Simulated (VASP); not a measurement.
# Te (P3_121) in VASP: settings compared, part 2 of 2

VASP 6.6.1. Earlier steps stand in the parts before.

## Step 4: Band structure, TB-mBJ

File POSCAR:

```
Te                                      
1.0
    4.3110270030      0.0000000000     -0.0000000000
   -2.1555135015      3.7334589010     -0.0000000000
    0.0000000000      0.0000000000      5.9737348384
  Te            
     3
Direct
     0.2853094364969323    0.0000000000000000    0.3333333332999970
     0.0000000000000000    0.2853094364969323    0.6666666667000030
     0.7146905635030677    0.7146905635030677    1.0000000000000000
```

File INCAR.step1:

```
SYSTEM = Te
PREC = Accurate
ENCUT = 520
EDIFF = 1E-5
ISMEAR = 0
SIGMA = 0.03
LREAL = .False.
LASPH = .True.
NELM = 80
ALGO = Normal
ISIF = 2
LWAVE = .True.
LCHARG = .False.
NBANDS = 16
KPAR = 4
GGA = PE
```

File INCAR.step2:

```
SYSTEM = Te
PREC = Accurate
ENCUT = 520
EDIFF = 1E-7
ISMEAR = 0
SIGMA = 0.03
LREAL = .False.
LASPH = .True.
NELM = 80
ALGO = Normal
ISIF = 2
LWAVE = .False.
LCHARG = .False.
METAGGA = MBJ
NBANDS = 16
KPAR = 4
ISTART = 1
```

File KPOINTS:

```
Automatic mesh
0
Gamma
  9 9 6
  0 0 0
```

KPOINTS_OPT is that of step 3.

Started as:

```sh
$ cat potpaw_PBE.64/Te/POTCAR > POTCAR
$ cp INCAR.step1 INCAR
$ mpirun -np 4 vasp_std > vasp.out
$ cp INCAR.step2 INCAR
$ mpirun -np 4 vasp_std > vasp.out
```

Run time: 91 s. Hardware: 4 MPI ranks of Intel Xeon Platinum 8488C (Sapphire Rapids), shared host; peak memory 0.31 GiB.

Results (log left out):

```
Band gap on the k mesh  : 0.19 eV, direct
Band gap along the path : 0.18 eV, indirect (least direct gap 0.18 eV)
```

Levels at the corners of the path, in eV from the valence-band top:
```tsv
point	band 7	band 8	band 9	band 10	band 11	band 12
Γ	-1.76	-1.76	-1.21	1.08	1.08	1.86
M	-3.87	-0.81	-0.75	0.70	0.70	2.85
M	-3.87	-0.81	-0.75	0.70	0.70	2.85
K	-3.35	-3.24	-3.19	3.09	3.09	3.28
K	-3.35	-3.24	-3.19	3.09	3.09	3.28
Γ	-1.76	-1.76	-1.21	1.08	1.08	1.86
Γ	-1.76	-1.76	-1.21	1.08	1.08	1.86
A	-1.33	-0.85	-0.85	0.31	0.57	0.57
A	-1.33	-0.85	-0.85	0.31	0.57	0.57
L	-2.74	-2.51	-0.32	0.46	2.10	2.78
L	-2.74	-2.51	-0.32	0.46	2.10	2.78
H	-0.96	-0.02	-0.02	0.18	0.99	0.99
H	-0.96	-0.02	-0.02	0.18	0.99	0.99
A	-1.33	-0.85	-0.85	0.31	0.57	0.57
L	-2.74	-2.51	-0.32	0.46	2.10	2.78
M	-3.87	-0.81	-0.75	0.70	0.70	2.85
K	-3.35	-3.24	-3.19	3.09	3.09	3.28
H	-0.96	-0.02	-0.02	0.18	0.99	0.99
```

Caveat: the PAW data sets were made with another functional, which shifts forces and pressure a little; spin-orbit coupling is left out, which moves the levels of the heavy elements.

## Step 5: Band structure, TB-mBJ, spin-orbit coupling, no magnetisation

POSCAR is that of step 4.

Changes to INCAR.step1 since step 4:

```diff
@@ -13,3 +13,7 @@
 LCHARG = .False.
-NBANDS = 16
+MAGMOM = 0 0 0 0 0 0 0 0 0
+LORBIT = 11
+LSORBIT = .True.
+GGA_COMPAT = .False.
+NBANDS = 31
 KPAR = 4
```

Changes to INCAR.step2 since step 4:

```diff
@@ -13,4 +13,8 @@
 LCHARG = .False.
+MAGMOM = 0 0 0 0 0 0 0 0 0
+LORBIT = 11
+LSORBIT = .True.
+GGA_COMPAT = .False.
 METAGGA = MBJ
-NBANDS = 16
+NBANDS = 31
 KPAR = 4
```

KPOINTS is that of step 4.

KPOINTS_OPT is that of step 4.

Potentials or basis: VASP PAW PBE potentials, release 64 (Te).

Started as:

```sh
$ cat potpaw_PBE.64/Te/POTCAR > POTCAR
$ cp INCAR.step1 INCAR
$ mpirun -np 4 vasp_ncl > vasp.out
$ cp INCAR.step2 INCAR
$ mpirun -np 4 vasp_ncl > vasp.out
```

OUTCAR:

```text
SYSTEM = Te
   PREC = Accurate
   ENCUT = 520
   EDIFF = 1E-7
   ISMEAR = 0
   LREAL = .False.
   LASPH = .True.
   NELM = 80
   ISIF = 2
   LORBIT = 11
   LSORBIT = .True.
   METAGGA = MBJ
   ISTART = 1

 ion  position               nearest neighbor table
   1  0.285  0.000  0.333-   3 2.92   2 2.92   3 3.34   3 3.34   2 3.34   2 3.34
   2  0.000  0.285  0.667-   3 2.92   1 2.92   3 3.34   3 3.34   1 3.34   1 3.34
   3  0.715  0.715  0.000-   1 2.92   2 2.92   1 3.34   2 3.34   2 3.34   1 3.34

  LATTYP: Found a hexagonal cell.
 ALAT       =     4.3110270030
 C/A-ratio  =     1.3856871771

  Lattice vectors:

 A1 = (   4.3110270030,   0.0000000000,   0.0000000000)
 A2 = (  -2.1555135015,   3.7334589010,   0.0000000000)
 A3 = (   0.0000000000,   0.0000000000,   5.9737348384)

Analysis of symmetry for initial positions (statically):
=====================================================================
 Subroutine PRICEL returns:
 Original cell was already a primitive cell.

 Routine SETGRP: Setting up the symmetry group for a
 hexagonal supercell.

 Subroutine GETGRP returns: Found  6 space group operations
 (whereof  2 operations were pure point group operations)
[... 1037 lines left out ...]
    -0.0000641    -0.0000294     0.0000000    -0.0000239     0.0000000
 l=   3
     0.0000000     0.0000000     0.0000000     0.0000000     0.0000000     0.0000000     0.0000000
     0.0000000     0.0000000     0.0000000     0.0000000     0.0000000     0.0000000     0.0000000
     0.0000000     0.0000000     0.0000000     0.0000000     0.0000000     0.0000000     0.0000000
     0.0000000     0.0000000     0.0000000     0.0000000     0.0000000     0.0000000     0.0000000
[... 29 lines left out ...]
 l=   2
     0.0000000    -0.0000281     0.0000000    -0.0000282    -0.0000641
    -0.0000281     0.0000000    -0.0001081    -0.0000680    -0.0000297
     0.0000000    -0.0001081     0.0000000    -0.0000744     0.0000000
    -0.0000282    -0.0000680    -0.0000744     0.0000000    -0.0000325
    -0.0000641    -0.0000297     0.0000000    -0.0000325     0.0000000
 l=   3
     0.0000000     0.0000000     0.0000000     0.0000000     0.0000000     0.0000000     0.0000000
     0.0000000     0.0000000     0.0000000     0.0000000     0.0000000     0.0000000     0.0000000
     0.0000000     0.0000000     0.0000000     0.0000000     0.0000000     0.0000000     0.0000000
     0.0000000     0.0000000     0.0000000     0.0000000     0.0000000     0.0000000     0.0000000
     0.0000000     0.0000000     0.0000000     0.0000000     0.0000000     0.0000000     0.0000000
     0.0000000     0.0000000     0.0000000     0.0000000     0.0000000     0.0000000     0.0000000
     0.0000000     0.0000000     0.0000000     0.0000000     0.0000000     0.0000000     0.0000000

 total charge

# of ion       s       p       d       tot
------------------------------------------
    1        1.434   1.834   0.051   3.320
    2        1.434   1.834   0.051   3.320
    3        1.434   1.834   0.051   3.320
--------------------------------------------------
tot          4.303   5.503   0.154   9.959

 magnetization (x)

# of ion       s       p       d       tot
------------------------------------------
    1       -0.000  -0.000  -0.000  -0.000
    2        0.000   0.000   0.000   0.000
    3        0.000   0.000   0.000   0.000
--------------------------------------------------
tot          0.000   0.000   0.000   0.000

 magnetization (y)

# of ion       s       p       d       tot
------------------------------------------
    1        0.000   0.000  -0.000   0.000
    2       -0.000  -0.000  -0.000  -0.000
    3        0.000   0.000   0.000   0.000
--------------------------------------------------
tot          0.000   0.000  -0.000   0.000

 magnetization (z)

# of ion       s       p       d       tot
------------------------------------------
    1       -0.000   0.000   0.000  -0.000
    2        0.000  -0.000  -0.000  -0.000
    3        0.000   0.000   0.000   0.000
--------------------------------------------------
tot          0.000  -0.000   0.000  -0.000
```

OUTCAR.step1:

```text
SYSTEM = Te
   PREC = Accurate
   ENCUT = 520
   EDIFF = 1E-5
   ISMEAR = 0
   LREAL = .False.
   LASPH = .True.
   NELM = 80
   ISIF = 2
[... 1138 lines left out ...]
# of ion       s       p       d       tot
------------------------------------------
    1       -0.000   0.000   0.000  -0.000
    2       -0.000   0.000  -0.000   0.000
    3        0.000  -0.000   0.000  -0.000
--------------------------------------------------
tot         -0.000   0.000  -0.000   0.000

 magnetization (z)

# of ion       s       p       d       tot
------------------------------------------
    1       -0.000   0.000   0.000  -0.000
    2        0.000   0.000   0.000   0.000
    3        0.000   0.000   0.000   0.000
--------------------------------------------------
tot         -0.000   0.000   0.000   0.000
```

Wall time 12 min (4 MPI ranks of Intel Xeon Platinum 8488C (Sapphire Rapids), shared host); peak memory 0.98 GiB.

What came out:

- Valence electrons inside the program's atomic spheres: Te 3.32

Caveat: the PAW data sets were made with another functional, which shifts forces and pressure a little.

## Step 6: The runs side by side

```csv
level,spin,gap on the mesh (eV),pressure (GPa),largest force (eV/Å)
r2SCAN,off,0.13,1.9,0.18
PBE,"SOC, no magnetisation",-,2.7,0.03
TB-mBJ,off,0.19,-,-
TB-mBJ,"SOC, no magnetisation",-,-,-
```

Alike in all rows: task band structure; potentials or basis VASP PAW PBE potentials, release 64 (Te); cell as given; k mesh 9 × 9 × 6; cutoff (eV) 520; smearing gaussian 0.03 eV.

Caveats: the PAW data sets were made with another functional, which shifts forces and pressure a little (some runs); spin-orbit coupling is left out, which moves the levels of the heavy elements (some runs).

Total energies depend on the potentials used, so only differences within one code and one set of settings carry meaning.
